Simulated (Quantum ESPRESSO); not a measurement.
A calculation with Quantum ESPRESSO 7.5 of MoS2 (ASE script, Cartesian positions):

Contents of run.py:

```python
import numpy as np
from ase.calculators.espresso import Espresso, EspressoProfile
from ase.io import read

atoms = read('MoS2.xyz')

input_data = {
    'control': {'calculation': 'scf', 'prefix': 'pwscf', 'outdir': './tmp', 'tprnfor': True, 'tstress': True, 'disk_io': 'nowf'},
    'system': {'ecutwfc': 45.0, 'ecutrho': 360.0, 'nbnd': 20, 'occupations': 'smearing', 'smearing': 'fd', 'degauss': 0.00367493},
    'electrons': {'conv_thr': 6e-10, 'electron_maxstep': 120, 'mixing_beta': 0.5},
}
pseudopotentials = {'Mo': 'mo_pbesol_v1.uspp.F.UPF', 'S': 's_pbesol_v1.4.uspp.F.UPF'}
profile = EspressoProfile(command='mpirun -n 2 pw.x -nk 2', pseudo_dir='pseudo')
dft = Espresso(profile=profile, input_data=input_data, pseudopotentials=pseudopotentials, kpts=(10, 10, 10), koffset=(0, 0, 0))
atoms.calc = dft

print(f'energy {atoms.get_potential_energy():.8f} eV')
print('forces (eV/A)')
print(np.round(atoms.get_forces(), 6))
print('stress (eV/A^3, Voigt)')
print(np.round(atoms.get_stress(), 8))
print(f'Fermi level {dft.get_fermi_level():.4f} eV')
```

File MoS2.xyz:

```xyz
3
Lattice="1.5855000000 0.9153888518 6.1149966667 -1.5855000000 0.9153888518 6.1149966667 0.0000000000 -1.8307777036 6.1149966667" Properties=species:S:1:pos:R:3 pbc="T T T"
Mo     0.0000000000      0.0000000000      0.0000000000
S      0.0000000000      0.0000000000      4.5862475000
S      0.0000000000      0.0000000000     13.7587425001
```

Potentials or basis: GBRV 1.5 PBEsol.

Command:

```sh
$ OMP_NUM_THREADS=1 python run.py
```

Measurements of this composition are mostly on another form, of space group No. 194.

Write the same calculation in another form: native input, structure typed inline.

As run:

The input pw.in:

```
&CONTROL
  calculation = 'scf'
  prefix = 'pwscf'
  outdir = './tmp'
  pseudo_dir = './pseudo'
  tprnfor = .true.
  tstress = .true.
  disk_io = 'low'
/
&SYSTEM
  ibrav = 0
  celldm(1) = 8
  nat = 3
  ntyp = 2
  ecutwfc = 45
  ecutrho = 360
  nbnd = 20
  occupations = 'smearing'
  smearing = 'fd'
  degauss = 0.00367493
/
&ELECTRONS
  conv_thr = 6d-10
  electron_maxstep = 120
  mixing_beta = 0.5
/
ATOMIC_SPECIES
Mo    95.9500 mo_pbesol_v1.uspp.F.UPF
S     32.0600 s_pbesol_v1.4.uspp.F.UPF
CELL_PARAMETERS alat
  0.3745200963243   0.2162292784297   1.4444586191328
 -0.3745200963243   0.2162292784297   1.4444586191328
  0.0000000000000  -0.4324585568594   1.4444586191328
ATOMIC_POSITIONS crystal
Mo     0.0000000000    0.0000000000    0.0000000000
S      0.2500000000    0.2500000000    0.2500000000
S      0.7500000000    0.7500000000    0.7500000000
K_POINTS automatic
10 10 10 0 0 0
```

pp_density.in

```
&INPUTPP
  prefix = 'pwscf'
  outdir = './tmp'
  filplot = 'density.dat'
  plot_num = 0
/
&PLOT
  nfile = 1
  filepp(1) = 'density.dat'
  iflag = 3
  output_format = 6
  fileout = 'density.cube'
/
```

pp_potential.in

```
&INPUTPP
  prefix = 'pwscf'
  outdir = './tmp'
  filplot = 'potential.dat'
  plot_num = 11
/
&PLOT
  nfile = 1
  filepp(1) = 'potential.dat'
  iflag = 3
  output_format = 6
  fileout = 'potential.cube'
/
```

Potentials or basis: GBRV 1.5 PBEsol.

Command:

```console
$ OMP_NUM_THREADS=1 mpirun -n 2 pw.x -nk 2 -in pw.in > pw.out
$ OMP_NUM_THREADS=1 mpirun -n 1 pp.x -in pp_density.in > pp_density.out
$ OMP_NUM_THREADS=1 mpirun -n 1 pp.x -in pp_potential.in > pp_potential.out
```

Both were run:

|  | ASE script, Cartesian positions | native input, structure typed inline |
| --- | --- | --- |
| Pressure | 2.5 GPa | 2.5 GPa |
| Largest force | 0.739 eV/Å | 0.739 eV/Å |
| Band gap on the k mesh | none (metal or under the smearing width) | none (metal or under the smearing width) |

Keys that steer only the numerical path or the files written may differ.

Caveat: the cell's inner coordinates are idealised or old, which leaves forces on the atoms.
